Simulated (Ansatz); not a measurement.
# BN (F-43m) in Ansatz: equation of state

Aim: energy against volume of BN in PBE, for its equilibrium volume and stiffness.

Everything below comes from runs of Ansatz 0.2.0. Logs are shortened: lines on timing, memory, paths and dates and some standing lists are left out, and cuts for length are marked.

**The experiment to reproduce.**

“Effect of nanostructuration on compressibility of cubic BN”, 2012, arxiv:1208.3664 quotes, for a bulk crystal of BN at 300 K: bulk modulus 395 ± 2 GPa.

How close the calculation comes is told below.

### Step 1. The structure

Symmetry: F-43m, No. 216, cubic system. The conventional cell has a = 3.626 Å, b = 3.626 Å, c = 3.626 Å, α = 90.00°, β = 90.00°, γ = 90.00°. Around N (site symmetry -43m) lie 4 B at 1.57 Å. B (site symmetry -43m) has 4 N at 1.57 Å as nearest neighbours.

The cell is a database's computed one.

### Step 2. Single point, PBE, 5.60 Å³/atom (volume scaled by 0.94)

Contents of input.yaml:

```yaml
crystal:
  lattice:
    - [0.0, 1.7759905947, 1.7759905947]
    - [1.7759905947, 0.0, 1.7759905947]
    - [1.7759905947, 1.7759905947, 0.0]
  atoms:
    - { symbol: "N", position: [0.25, 0.25, 0.25] }
    - { symbol: B, position: [0.0, 0.0, 0.0] }
hamiltonian:
  xc: pbe
  pseudopotentials: { kind: paw }
kpoints:
  mp_grid: { grid: [13, 13, 13] }
scf:
  occupations: { method: fermi_dirac, width: 0.05 }
output:
  forces: true
  stress: true
  eigenvalues: true
```

Potentials or basis: Ansatz PAW.

Command:

```console
ansatz run input.yaml --threads 1 --pin off --max-ram 2560MiB --backend cpu --events-out ev --progress --plain --runs-dir out
```

Output:

```text
Warning: RAYON_NUM_THREADS=1 ignored (pool sized by the plan → 1); use --threads N
Engine: ansatz 0.2.0, aarch64-unknown-linux-gnu
Pseudopotentials: kind: paw
Pseudopotential: N, paw, valence charge 5, recommended cutoff 420 eV (normal), N.paw.azcp
Pseudopotential: B, paw, valence charge 3, recommended cutoff 420 eV (normal), B.paw.azcp
Functional definition: PBE
  parameter kappa = 0.804
  parameter beta = 0.06672455060314922
  exchange = pbe_x(kappa = kappa, mu = beta*pi^2/3)
  correlation = pbe_c(beta = beta)
Crystal: 2 atoms, lattice volume = 11.203 Å³
Basis set: ecut = 420 eV, 229 PW (Γ), exchange–correlation on 36×36×36 points (8 copies of the dense FFT grid, shifted against one another)
Bands: 8, of which v1, the nominal top of the filled ones, is band 4 counted from 1 (3 counted from 0)
Symmetry: 24 space group operations
Space group: F-43m (ITA 216), of the structure as read, at distance tolerance 2.2e-5 Å
k-points: 84 of 2197 (time reversal used)
Non-local potential: N, projectors of the file, l = 0: 2, l = 1: 2, l = 2: 1
Non-local potential: B, projectors of the file, l = 0: 2, l = 1: 2, l = 2: 1
PAW form: soft (Blöchl's): semilocal exchange-correlation on the pseudo side does not see the compensation charge
PAW one-centre angular grid: N, 110 points (default); XC on 64 Gauss nodes
PAW one-centre angular grid: B, 110 points (default); XC on 64 Gauss nodes
Initial density: superposition of atomic densities (neutral atoms: chi_scale 0, normalization atom), corrected by the library's trained network
Initial wavefunctions: pseudopotential atomic-orbital guess
Functional: x = pbe(κ = 0.804, μ = 0.2195149727645171), c = pbe(β = 0.06672455060314922)
SCF iter   1: F=—  HF=-542.222653 eV  |F-HF|=—  |Δ(HF+E_count)|=         —  Δρ=1.98e-3  dr2=1.18e-4  ethr=1.77e-3  ⟨swp⟩=4.3  Hψ=4281  notcnv=0
preconditioner: auto → none  [insulator: Δε(μ)=4.591 eV  Ē_g=20.776 eV  σ=0.050 eV  W_gap=1.00  n_scr=0 (ndim 8)  ℏωp=31.4 eV  f_vac=0.000  D(μ)=0.00/eV (n_scr^D=0)  ε∞_Penn≈3.3]
SCF iter   2: F=—  HF=-542.222950 eV  |F-HF|=—  |Δ(HF+E_count)|=   2.96e-4  Δρ=9.25e-4  dr2=3.14e-5  ethr=1.47e-6  ⟨swp⟩=2.0  Hψ=1680  notcnv=0
SCF iter   3: F=—  HF=-542.223066 eV  |F-HF|=—  |Δ(HF+E_count)|=   1.16e-4  Δρ=3.59e-4  dr2=7.68e-6  ethr=3.92e-7  ⟨swp⟩=2.2  Hψ=984  notcnv=0
iter 4 did not close the SCF: its close was put off for the readings that it lacked (scf_convergence_deferred on its scf_iter line)
SCF iter   4: F=-542.223068 eV  HF=-542.223068 eV  |F-HF|=6.09e-8  |Δ(HF+E_count)|=   2.62e-6  Δρ=3.43e-5  dr2=5.16e-8  ethr=9.60e-8  ⟨swp⟩=2.7  Hψ=1062  notcnv=0
iter 5 did not close the SCF: its close was put off for the readings that it lacked (scf_convergence_deferred on its scf_iter line)
SCF iter   5: F=-542.223068 eV  HF=-542.223068 eV  |F-HF|=8.12e-9  |Δ(HF+E_count)|=   7.22e-8  Δρ=9.66e-6  dr2=3.05e-9  ethr=6.45e-10  ⟨swp⟩=2.2  Hψ=997  notcnv=0
SCF iter   6: F=-542.223068 eV  HF=-542.223068 eV  |F-HF|=1.97e-11  |Δ(HF+E_count)|=   8.88e-9  Δρ=4.89e-7  dr2=8.01e-12  ethr=3.81e-11  ⟨swp⟩=1.2  Hψ=2074  notcnv=0
SCF 1 converged in 6 iterations: F = -542.223068 eV  dr2 = 8.01e-12
SCF converged after 6 iterations
Free energy (F): -542.223068 eV
Harris-Foulkes:  -542.223068 eV  (|F-HF|=1.97e-11)
Internal energy: -542.223068 eV  (E = F + TS)
E sigma→0 (E₀):  -542.223068 eV
Fermi energy:    14.342867 eV
--- Per-component energies (eV) ---
  E_band       = 31.217890
  E_kinetic    = 188.820650
  E_local      = -170.112746  (includes V_loc(G=0)·N_el)
  E_nonlocal   = 57.065671
  E_hartree    = 47.751688
  E_xc         = -94.229858
  E_vxc        = -117.258032  (∫ρ·V_xc dr)
  E_paw        = -206.775510  (= ΣΔE_a)
  E_vpaw       = -22.801148  (= ΣTr[D̂ρ^β])
  E_aug_tail   = 0.000102  (compensation charges beyond the density's cutoff)
  E_ewald      = -364.743066
  E_smearing   = -0.000000  (= −TS)
  E_closure    = -0.000000  (closes the sum)
  Σ components = -542.223068   (vs F -542.223068, Δ=0.00e0)
--- Forces (eV/Å), atoms counted from 1 ---
  atom   1  N     -0.00000000    -0.00000000     0.00000000
  atom   2  B      0.00000000    -0.00000000     0.00000000
  max |Σ_I F_I| component: 6.66e-16 eV/Å
--- Stress (GPa, compression-positive) ---
       25.242908      -0.000000      -0.000000
       -0.000000      25.242908       0.000000
        0.000000       0.000000      25.242908
  P = ⅓ Tr σ = 25.2429 GPa (252.429 kbar)
--- Band table (eV; the first three rows and the last of 84) ---
  k-point 0: bands = ["-8.7952", "12.0500", "12.0500", "12.0500", "21.1327", "21.1327", "21.1327", "23.2389"]
  k-point 1: bands = ["-8.6448", "11.2343", "11.8855", "11.8855", "21.3766", "21.3823", "21.3823", "23.6923"]
  k-point 2: bands = ["-8.1981", "9.3010", "11.4747", "11.4747", "21.7813", "21.9820", "21.9820", "24.8269"]
  k-point 83: bands = ["-2.6282", "3.9118", "4.7561", "5.6573", "21.7526", "25.5877", "26.8210", "28.2362"]
```

Wall time 0.79 s (1 thread of Arm Neoverse V2, shared host); peak memory 0.25 GiB.

What came out:

```yaml
Free_energy: -542.2231 eV
Pressure: 25.2 GPa
Band_gap_on_the_k_mesh: 4.60 eV, indirect (least direct gap 9.08 eV)
```

Caveat: odd divisions of the mesh miss points on the zone boundary, where band edges often lie, so the gap on the mesh can be too wide; the pressure holds a Pulay correction of +1.1 GPa for the finite cutoff.

### Step 3. Single point, PBE, 5.72 Å³/atom (volume scaled by 0.96)

input.yaml: that of step 2 with these lines changed.

```diff
@@ -2,5 +2,5 @@
   lattice:
-    - [0.0, 1.7759905947, 1.7759905947]
-    - [1.7759905947, 0.0, 1.7759905947]
-    - [1.7759905947, 1.7759905947, 0.0]
+    - [0.0, 1.7884979828, 1.7884979828]
+    - [1.7884979828, 0.0, 1.7884979828]
+    - [1.7884979828, 1.7884979828, 0.0]
   atoms:
```

Potentials or basis: Ansatz PAW.

Command:

```console
ansatz run input.yaml --threads 1 --pin off --max-ram 2560MiB --backend cpu --events-out ev --progress --plain --runs-dir out
```

Run time: 0.8 s. Hardware: 1 thread of Arm Neoverse V2, shared host; peak memory 0.25 GiB.

Results (log left out):

| Quantity | Value |
| --- | --- |
| Free energy | -542.2536 eV |
| Pressure | 15.9 GPa |
| Band gap on the k mesh | 4.58 eV, indirect (least direct gap 8.98 eV) |

Caveat: odd divisions of the mesh miss points on the zone boundary, where band edges often lie, so the gap on the mesh can be too wide; the pressure holds a Pulay correction of +1.1 GPa for the finite cutoff.

### Step 4. Single point, PBE, 5.84 Å³/atom (volume scaled by 0.98)

input.yaml: that of step 3 with these lines changed.

```diff
@@ -2,5 +2,5 @@
   lattice:
-    - [0.0, 1.7884979828, 1.7884979828]
-    - [1.7884979828, 0.0, 1.7884979828]
-    - [1.7884979828, 1.7884979828, 0.0]
+    - [0.0, 1.8008328414, 1.8008328414]
+    - [1.8008328414, 0.0, 1.8008328414]
+    - [1.8008328414, 1.8008328414, 0.0]
   atoms:
```

Command:

```console
ansatz run input.yaml --threads 1 --pin off --max-ram 2560MiB --backend cpu --events-out ev --progress --plain --runs-dir out
```

Wall time 0.79 s (1 thread of Arm Neoverse V2, shared host); peak memory 0.25 GiB.

It converged, with:

| Item | Value |
| --- | --- |
| Free energy | -542.2708 eV |
| Pressure | 7.4 GPa |
| Band gap on the k mesh | 4.56 eV, indirect (least direct gap 8.88 eV) |

Caveat: odd divisions of the mesh miss points on the zone boundary, where band edges often lie, so the gap on the mesh can be too wide; the pressure holds a Pulay correction of +1.1 GPa for the finite cutoff.

### Step 5. Single point, PBE, 5.96 Å³/atom

input.yaml: that of step 4 with these lines changed.

```diff
@@ -2,5 +2,5 @@
   lattice:
-    - [0.0, 1.8008328414, 1.8008328414]
-    - [1.8008328414, 0.0, 1.8008328414]
-    - [1.8008328414, 1.8008328414, 0.0]
+    - [0.0, 1.813001, 1.813001]
+    - [1.813001, 0.0, 1.813001]
+    - [1.813001, 1.813001, 0.0]
   atoms:
```

Command:

```console
ansatz run input.yaml --threads 1 --pin off --max-ram 2560MiB --backend cpu --events-out ev --progress --plain --runs-dir out
```

It took 0.8 s on 1 thread of Arm Neoverse V2, shared host; peak memory 0.25 GiB.

It converged, with:

* Free energy: -542.2759 eV
* Pressure: -0.4 GPa
* Band gap on the k mesh: 4.54 eV, indirect (least direct gap 8.79 eV)

Caveat: odd divisions of the mesh miss points on the zone boundary, where band edges often lie, so the gap on the mesh can be too wide; the pressure holds a Pulay correction of +1.1 GPa for the finite cutoff.

### Step 6. Single point, PBE, 6.08 Å³/atom (volume scaled by 1.02)

input.yaml: that of step 5 with these lines changed.

```diff
@@ -2,5 +2,5 @@
   lattice:
-    - [0.0, 1.813001, 1.813001]
-    - [1.813001, 0.0, 1.813001]
-    - [1.813001, 1.813001, 0.0]
+    - [0.0, 1.8250079791, 1.8250079791]
+    - [1.8250079791, 0.0, 1.8250079791]
+    - [1.8250079791, 1.8250079791, 0.0]
   atoms:
@@ -19 +19,5 @@
   eigenvalues: true
+  write_density: true
+  write_potential: true
+  elf: true
+  volumetric_format: npy
```

Potentials or basis: Ansatz PAW.

Command:

```console
ansatz run input.yaml --threads 1 --pin off --max-ram 2560MiB --backend cpu --events-out ev --progress --plain --runs-dir out
```

Run time: 1.1 s. Hardware: 1 thread of Arm Neoverse V2, shared host; peak memory 0.26 GiB.

Results (log left out):

```
Free energy            : -542.2699 eV
Pressure               : -7.5 GPa
Band gap on the k mesh : 4.51 eV, indirect (least direct gap 8.69 eV)
```

Caveat: odd divisions of the mesh miss points on the zone boundary, where band edges often lie, so the gap on the mesh can be too wide; the pressure holds a Pulay correction of +1.1 GPa for the finite cutoff.

### Step 7. Single point, PBE, 6.20 Å³/atom (volume scaled by 1.04)

Contents of input.yaml:

```yaml
crystal:
  lattice:
    - [0.0, 1.8368590123, 1.8368590123]
    - [1.8368590123, 0.0, 1.8368590123]
    - [1.8368590123, 1.8368590123, 0.0]
  atoms:
    - { symbol: "N", position: [0.25, 0.25, 0.25] }
    - { symbol: B, position: [0.0, 0.0, 0.0] }
hamiltonian:
  xc: pbe
  pseudopotentials: { kind: paw }
kpoints:
  mp_grid: { grid: [13, 13, 13] }
scf:
  occupations: { method: fermi_dirac, width: 0.05 }
output:
  forces: true
  stress: true
  eigenvalues: true
```

Command:

```console
ansatz run input.yaml --threads 1 --pin off --max-ram 2560MiB --backend cpu --events-out ev --progress --plain --runs-dir out
```

It took 0.82 s on 1 thread of Arm Neoverse V2, shared host; peak memory 0.25 GiB.

It converged, with:

| Property | Result |
| --- | --- |
| Free energy | -542.2539 eV |
| Pressure | -13.9 GPa |
| Band gap on the k mesh | 4.49 eV, indirect (least direct gap 8.60 eV) |

Caveat: odd divisions of the mesh miss points on the zone boundary, where band edges often lie, so the gap on the mesh can be too wide; the pressure holds a Pulay correction of +1.0 GPa for the finite cutoff.

### Step 8. Single point, PBE, 6.32 Å³/atom (volume scaled by 1.06)

input.yaml: that of step 7 with these lines changed.

```diff
@@ -2,5 +2,5 @@
   lattice:
-    - [0.0, 1.8368590123, 1.8368590123]
-    - [1.8368590123, 0.0, 1.8368590123]
-    - [1.8368590123, 1.8368590123, 0.0]
+    - [0.0, 1.8485590667, 1.8485590667]
+    - [1.8485590667, 0.0, 1.8485590667]
+    - [1.8485590667, 1.8485590667, 0.0]
   atoms:
```

Command:

```console
ansatz run input.yaml --threads 1 --pin off --max-ram 2560MiB --backend cpu --events-out ev --progress --plain --runs-dir out
```

It took 0.82 s on 1 thread of Arm Neoverse V2, shared host; peak memory 0.25 GiB.

The run converged. Its results:

- Free energy: -542.2289 eV
- Pressure: -19.7 GPa
- Band gap on the k mesh: 4.46 eV, indirect (least direct gap 8.51 eV)

Caveat: odd divisions of the mesh miss points on the zone boundary, where band edges often lie, so the gap on the mesh can be too wide; the pressure holds a Pulay correction of +1.0 GPa for the finite cutoff.

### Step 9. Equation of state, PBE

Potentials or basis: Ansatz PAW.

No new run: the results of the series are fitted here.

What came out:

| Item | Value |
| --- | --- |
| Equilibrium volume | 5.95 Å³/atom |
| Bulk modulus | 372 GPa |
| Pressure derivative of the bulk modulus | 3.8 |

Energy against volume, from the lowest point:
| volume (Å³/atom) | energy (meV/atom) |
| --- | --- |
| 5.602 | 26.43 |
| 5.721 | 11.14 |
| 5.840 | 2.55 |
| 5.959 | 0.00 |
| 6.078 | 3.03 |
| 6.198 | 10.99 |
| 6.317 | 23.54 |

### Step 10. Comparison with measurements

Step 9. A measured bulk modulus of BN is 395 GPa (300 K; quoted in “Effect of nanostructuration on compressibility of cubic BN”, 2012, arxiv:1208.3664); the calculated 372 GPa misses it by -5.9 %. The fit is for a static lattice scaled at fixed shape and fixed fractional positions.
